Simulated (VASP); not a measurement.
# SnSe (F-43m): band edges, masses and strain, part 3 of 3

Wanted: where the band edges of SnSe lie, how heavy the carriers are and how strain moves the gap. The cell is generated by rule, not measured, and may not be a known phase.

VASP 6.6.1, plane waves and PAW; the level of theory is named at each step.

Still holding for the runs below: The k-mesh is coarse for a metal.

So far. Step 3 (Bands on a dense mesh): At 18.2 GPa the cell is away from the equilibrium volume of this level: left free, it would expand. Step 5 (Orbitals for bands with HSE06): The run ends at a pressure of 16.94 GPa.

The structure was built from a prototype and need not be the compound's stable phase.

## Step 6: Bands with HSE06

This step: HSE06; plane waves and PAW (Sn_d, Se); invented cell (VASP 6.6.1).

A quarter of screened exact exchange corrects much of the semilocal gap error; its cost forces a coarser mesh.

File INCAR:

```
SYSTEM = SnSe
PREC = Accurate
ENCUT = 400
EDIFF = 1E-06
NELM = 100
ISMEAR = 0
SIGMA = 0.02
LREAL = .FALSE.
ALGO = Normal
LHFCALC = .TRUE.
AEXX = 0.25
GGA = PE
HFSCREEN = 0.2
LASPH = .TRUE.
NBANDS = 16
PRECFOCK = Fast
LORBIT = 11
LWAVE = .FALSE.
LCHARG = .FALSE.
KPAR = 4
ISIF = 2
```

File POSCAR:

```
SnSe
1.0
    0.0000000000      3.0253200000      3.0253200000
    3.0253200000      0.0000000000      3.0253200000
    3.0253200000      3.0253200000      0.0000000000
Sn Se
1 1
Direct
    0.0000000000      0.0000000000      0.0000000000
    0.2500000000      0.2500000000      0.2500000000
```

File KPOINTS:

```
Automatic mesh
0
Gamma
4 4 4
0 0 0
```

File KPOINTS_OPT:

```
Line mode
8
Line-mode
Reciprocal
  0.00000000   0.00000000   0.00000000 GAMMA
  0.50000000   0.00000000   0.50000000 X

  0.50000000   0.00000000   0.50000000 X
  0.50000000   0.25000000   0.75000000 W

  0.50000000   0.25000000   0.75000000 W
  0.37500000   0.37500000   0.75000000 K

  0.37500000   0.37500000   0.75000000 K
  0.00000000   0.00000000   0.00000000 GAMMA

  0.00000000   0.00000000   0.00000000 GAMMA
  0.50000000   0.50000000   0.50000000 L

  0.50000000   0.50000000   0.50000000 L
  0.62500000   0.25000000   0.62500000 U

  0.62500000   0.25000000   0.62500000 U
  0.50000000   0.25000000   0.75000000 W

  0.50000000   0.25000000   0.75000000 W
  0.50000000   0.50000000   0.50000000 L

  0.50000000   0.50000000   0.50000000 L
  0.37500000   0.37500000   0.75000000 K

  0.62500000   0.25000000   0.62500000 U
  0.50000000   0.00000000   0.50000000 X
```

Potentials, in the order of the species: Sn_d and Se (PBE family, release 64).

The WAVECAR or CHGCAR of an earlier step is read.

On the command line:

```console
$ mpirun -np 4 vasp_std
```

What it wrote:

```text
[banner, memory and clock lines left out]
running    4 mpi-ranks, on    1 nodes
 distrk:  each k-point on    1 cores,    4 groups
 distr:  one band on    1 cores,    1 groups

 POSCAR found type information on POSCAR SnSe
 POSCAR found :  2 types and       2 ions
 LDA part: xc-table for (Slater+PW92), standard interpolation
 found WAVECAR, reading the header
 POSCAR, INCAR and KPOINTS ok, starting setup
 FFT: planning ... GRIDC
 FFT: planning ... GRID_SOFT
 FFT: planning ... GRID
 reading WAVECAR
 the WAVECAR file was read successfully
 initial charge from wavefunction
 entering main loop
       N       E                     dE             d eps       ncg     rms          rms(c)
DAV:   1    -0.844992503967E+01   -0.84499E+01   -0.39307E-01   288   0.651E+00    0.131E+00
DAV:   2    -0.845381297987E+01   -0.38879E-02   -0.20134E-02   328   0.105E+00    0.818E-01
DAV:   3    -0.845317441900E+01    0.63856E-03   -0.77995E-04   392   0.265E-01    0.485E-01
DAV:   4    -0.845296011985E+01    0.21430E-03   -0.19444E-04   320   0.121E-01    0.283E-01
DAV:   5    -0.845290529221E+01    0.54828E-04   -0.66506E-05   360   0.668E-02    0.163E-01
DAV:   6    -0.845288758222E+01    0.17710E-04   -0.13961E-05   336   0.311E-02    0.937E-02
DAV:   7    -0.845288253797E+01    0.50442E-05   -0.45735E-06   352   0.156E-02    0.537E-02
DAV:   8    -0.845288144646E+01    0.10915E-05   -0.16381E-06   304   0.842E-03    0.308E-02
DAV:   9    -0.845288121711E+01    0.22935E-06   -0.50365E-07   200   0.479E-03
   1 F= -.84528812E+01 E0= -.84523523E+01  d E =-.105786E-02
 Start KPOINTS_OPT (optional k-point list driver)
k-point batch [1-8\80]
       N       E                     dE             ncg
DAV:   1    -0.319292155537E+03   -0.28285E+04      256
DAV:   2    -0.146299487672E+04   -0.11437E+04      264
DAV:   3    -0.156580173520E+04   -0.10281E+03      328
DAV:   4    -0.156906888664E+04   -0.32672E+01      336
DAV:   5    -0.156914564701E+04   -0.76760E-01      376
DAV:   6    -0.156914781054E+04   -0.21635E-02      352
DAV:   7    -0.156914788041E+04   -0.69870E-04      384
DAV:   8    -0.156914788104E+04   -0.62185E-06      272
[...]
k-point batch [73-80\80]
       N       E                     dE             ncg
DAV:   1    -0.399887960630E+03   -0.52907E+04      264
DAV:   2    -0.150634430310E+04   -0.11065E+04      280
DAV:   3    -0.160486392899E+04   -0.98520E+02      336
DAV:   4    -0.160803473233E+04   -0.31708E+01      328
DAV:   5    -0.160811965435E+04   -0.84922E-01      400
DAV:   6    -0.160812212731E+04   -0.24730E-02      376
DAV:   7    -0.160812217471E+04   -0.47406E-04      384
DAV:   8    -0.160812217516E+04   -0.45029E-06      272
```

Wall time 3.9 min (4 MPI ranks of Intel Xeon Platinum 8375C at 2.90GHz (Ice Lake), shared host); peak memory 1.1 GiB; 15 min of CPU time.

OUTCAR, selected parts (step 6):

```text
   k-points           NKPTS =      8   k-points in BZ     NKDIM =     64   number of bands    NBANDS=     16

   NELECT =      20.0000    total number of electrons

  exchange ACFDT corr.  =         0.00000000  see jH, gK, PRB 81, 115126

 E-fermi :   6.0028

 k-point     1 :       0.0000    0.0000    0.0000
  band No.  band energies     occupation
    ...
      6     -11.2780      2.00000
      7       1.1144      2.00000
      8       2.0766      2.00000
      9       2.0766      2.00000
     10       2.0766      2.00000
     11       7.5909      0.00000
     12       7.5909      0.00000
     13       7.5909      0.00000
     14      11.6179      0.00000
     15      14.1094      0.00000
    ...

  Total        5.5007556      5.5007556      5.5007556     -0.0000000      0.0000000      0.0000000
  in kB      159.1435277    159.1435277    159.1435277     -0.0000000      0.0000000      0.0000000
  external PRESSURE =     159.1435277 kB  Pullay stress =       0.0000000 kB

 POSITION                                       TOTAL-FORCE (eV/Angst)
 -----------------------------------------------------------------------------------
      0.00000      0.00000      0.00000         0.000000      0.000000      0.000000
      1.51266      1.51266      1.51266        -0.000000     -0.000000     -0.000000
 -----------------------------------------------------------------------------------
    total drift:                                0.000020      0.000013      0.000008

  FREE ENERGIE OF THE ION-ELECTRON SYSTEM (eV)
  ---------------------------------------------------
  free  energy   TOTEN  =        -8.4528812171 eV

  energy  without entropy=       -8.4518233616  energy(sigma->0) =       -8.45235229

[... 7 parts as in an earlier step ...]

[... 9 further parts left out ...]
```

The k-mesh is coarse for exact exchange; in a metal the Fermi energy and the levels can shift by several tenths of an eV on a finer one. The PAW data sets were made with PBE, which is usual practice but a small mismatch for other functionals.

Numbers from this step:

```yaml
scf_cycles: 9
free_energy_toten: -8.453 eV
energy_at_zero_smearing: -8.452 eV
fermi_energy: 6.003 eV
pressure: 15.91 GPa
```

Electronic bands along the path, in eV, zero at the Fermi level; # counts the bands kept, so #1 is VASP's band 7:

```
          point      #1     #2     #3     #4     #5    #6    #7    #8
              Γ   -4.89  -3.93  -3.93  -3.93   1.59  1.59  1.59  5.62
0.43 of the way   -7.68  -4.87  -4.87  -1.26   0.22  3.26  3.26  5.13
              X  -10.01  -5.89  -5.89  -0.89  -0.78  6.52  6.52  6.61
0.43 of the way   -9.96  -6.12  -6.06  -0.34  -0.12  5.19  5.57  6.95
              W   -9.89  -6.45  -6.29   0.71   2.01  2.43  4.29  7.08
0.43 of the way   -9.88  -6.59  -5.97   0.17   1.54  3.37  4.64  6.61
              K   -9.88  -6.70  -5.56  -0.65   1.45  4.80  5.03  5.49
0.43 of the way   -8.80  -5.92  -4.56  -1.11   2.19  2.74  2.80  6.30
              Γ   -4.89  -3.93  -3.93  -3.93   1.59  1.59  1.59  5.62
0.57 of the way   -8.38  -4.47  -4.47  -2.45   2.38  2.38  2.79  6.85
              L   -9.76  -4.75  -4.75  -2.61   2.50  2.50  4.64  7.05
0.43 of the way   -9.73  -5.92  -5.01  -1.29   2.08  3.19  4.30  7.07
              U   -9.88  -6.70  -5.56  -0.65   1.45  4.80  5.03  5.49
0.43 of the way   -9.88  -6.63  -5.82  -0.14   1.49  3.77  4.83  6.29
              W   -9.89  -6.45  -6.29   0.71   2.01  2.43  4.29  7.08
0.43 of the way   -9.75  -6.44  -5.43  -0.37   1.91  3.17  4.80  5.87
              L   -9.76  -4.75  -4.75  -2.61   2.50  2.50  4.64  7.05
0.57 of the way   -9.74  -6.32  -5.16  -0.88   2.04  3.66  4.07  6.52
              K   -9.88  -6.70  -5.56  -0.65   1.45  4.80  5.03  5.49
      jump to U   -9.88  -6.70  -5.56  -0.65   1.45  4.80  5.03  5.49
0.57 of the way   -9.98  -6.15  -5.83  -0.80  -0.26  5.84  6.14  6.54
              X  -10.01  -5.89  -5.89  -0.89  -0.78  6.52  6.52  6.61
```

Of the projections kept (Sn, Se), the largest for each band there; the rest of the weight can lie on other orbitals:

```
point       #1       #2       #3       #4       #5       #6       #7       #8
    Γ  Sn 0.66  Se 0.81  Se 0.81  Se 0.81  Sn 0.83  Sn 0.83  Sn 0.83  Sn 0.96
    X  Sn 0.75  Se 0.67  Se 0.67  Sn 0.53  Sn 0.76  Sn 0.58  Sn 0.58  Se 0.82
    W  Sn 0.76  Se 0.67  Se 0.63  Se 0.61  Se 0.64  Sn 0.79  Sn 0.75  Se 0.54
    K  Sn 0.75  Se 0.64  Se 0.68  Sn 0.58  Se 0.55  Sn 0.69  Sn 0.60  Se 0.67
    Γ  Sn 0.66  Se 0.81  Se 0.81  Se 0.81  Sn 0.83  Sn 0.83  Sn 0.83  Sn 0.96
    L  Sn 0.67  Se 0.73  Se 0.73  Sn 0.65  Sn 0.73  Sn 0.73  Se 0.72  Se 0.52
```

The electronic bands as a text plot (rows in eV, shown from -8.0 to 4.9 only):

```
    4.7 |    **     ** * *               ***  **** *  ****   *
    4.1 |    **       * * *             *   ***   *  *    ****
    3.6 |              *   *           *        *          *
    3.0 |   *        *     ****       *    **    *  ***   *
    2.5 |  *          *   ******      *****       **   ***
    2.0 | *           *     ** ***  **     ****   *****   ****
    1.4 |**          * ***    *******          ***
    0.9 |  *          *                           *           *
    0.3 |   *       ** *                         * **
   -0.2 |    ***   **   *                       *              *
   -0.7 |    ******      ***                 ***     *     ******
   -1.3 |   *               **              *             *
   -1.8 |                     *            *          *
   -2.3 |  *                   *     ******            ***
   -2.9 |                           *
   -3.4 | *                     ** *
   -4.0 |**                    ******
   -4.5 |  *                ****     *****              *
   -5.0 |*  ***           **  *   *       ***        *** ***
   -5.6 | *    **       **      ** *       * ****   * *     ****
   -6.1 |        *******    **              *    *** *    **   **
   -6.7 |  *         *******   *    *        ********       ***
   -7.2 |
   -7.7 |   *                 *      *
         Γ       X    W  K        Γ      L     U  W     L   K|U X
```

## Step 7: Summary of results

* gap, PBE: none
* gap with spin-orbit coupling: none
* gap, HSE06 without spin-orbit coupling: none

In words: At this level the bands overlap or touch. Masses were not obtained, since there is no gap at this level. The strain response was not obtained, since there is no gap at this level.

[Lines on the potential files, build, host, timing and source positions are cut from VASP's logs without a mark.]

[Logs are printed without paths, hosts, clocks, repeated set-up lines and the standing remarks that a program may print on its own settings, such as how far it seeks lower states.]

[Hosts, paths, dates, database ids (printed as entryN), source tags and the programs' standing remarks are cut or masked in the printed files.]

[In band tables of VASP the shares of atoms and orbitals are scaled to a sum of 1 inside the atoms' spheres.]

[Gaps and slopes under strain along one axis are those of the sampled path and mesh points; where strain splits equal valleys, another of them can be the edge.]
